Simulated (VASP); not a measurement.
Runs of VASP 6.6.1 on Se. Symmetry: Pm-3m, No. 221, cubic system. Conventional cell: a = 2.811 Å, b = 2.811 Å, c = 2.811 Å, α = 90.00°, β = 90.00°, γ = 90.00°. Around Se (site symmetry m-3m) lie 6 Se at 2.81 Å. This isn't the form of Se at room conditions, which is trigonal, of chains.

```csv
task,spin,cell,cutoff (eV),pressure (GPa),relaxed volume (Å³/atom)
band structure,"SOC, no magnetisation",as given,520,-3.4,-
relaxation of cell and atoms,"SOC, no magnetisation",relaxed,600,0.0,(a)
relaxation of cell and atoms,off,relaxed,600,0.0,21.17
band structure,off,as given,520,-3.6,-
```

Alike in all rows: level LDA; potentials or basis VASP PAW LDA potentials, release 64 (Se); k mesh 7 × 7 × 7; smearing fermi-dirac 0.05 eV.

Q: Fill in the values left out.

A: (a) 21.25.

Not every run made on this cell is shown here.
